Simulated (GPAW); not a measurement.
Runs of GPAW 26.7.0 on SrCl2. It takes space group Fm-3m (No. 225, cubic). The conventional cell has a = 6.977 Å, b = 6.977 Å, c = 6.977 Å, α = 90.00°, β = 90.00°, γ = 90.00°. Sr (site symmetry m-3m) has 8 Cl at 3.02 Å as nearest neighbours. Cl (site symmetry -43m) has 4 Sr at 3.02 Å as nearest neighbours. 

```tsv
task	level	potentials or basis	cell	k mesh	cutoff (eV)	smearing	maxiter	convergence	valence bands	conduction bands	response ecut	gap on the mesh (eV)	pressure (GPa)
single point	LDA	the program's PAW data sets (release 1.2.1) made for this functional, pw	as given	5 × 5 × 5	450	fermi-dirac 0.05 eV	120	default	-	-	-	4.96	-3.0
relaxation of cell and atoms	PBEsol	PAW data sets generated in the run's folder for this functional, pw	relaxed to 30 GPa	7 × 7 × 7	600	fermi-dirac 0.05 eV	150	density=1e-05 forces=0.0001	-	-	-	(a)	30.0
dielectric tensor	PBE	GPAW PAW data sets (gpaw-data 1.2.1), pw	as given	5 × 5 × 5	450	fermi-dirac 0.001 eV	150	-	-	-	80 eV	5.42	-
single point	PBE	GPAW PAW data sets (gpaw-data 1.2.1), pw	as given	5 × 5 × 5	450	fermi-dirac 0.05 eV	120	default	-	-	-	5.42	0.8
relaxation of cell and atoms	PBEsol	PAW data sets generated in the run's folder for this functional, pw	relaxed to 5 GPa	7 × 7 × 7	600	fermi-dirac 0.05 eV	150	density=1e-05 forces=0.0001	-	-	-	(b)	5.0
relaxation of cell and atoms	PBEsol	PAW data sets generated in the run's folder for this functional, pw	relaxed to 2 GPa	7 × 7 × 7	600	fermi-dirac 0.05 eV	150	density=1e-05 forces=0.0001	-	-	-	5.42	2.0
```

Alike in all rows: no spin polarisation.

Task: Estimate the missing entries.

Result: (a) 4.99; (b) 5.37.

Caveats: an odd mesh through Γ misses points on the zone boundary, where band edges often lie; later steps reuse the first step's grids (some runs); the cutoff is short for stress and forces, so pressures can be off by a GPa or more (some runs); the long-wavelength limit can be off by a per cent or two (some runs).

A k mesh can miss the band edges, and the runs leave out spin-orbit coupling on Sr.
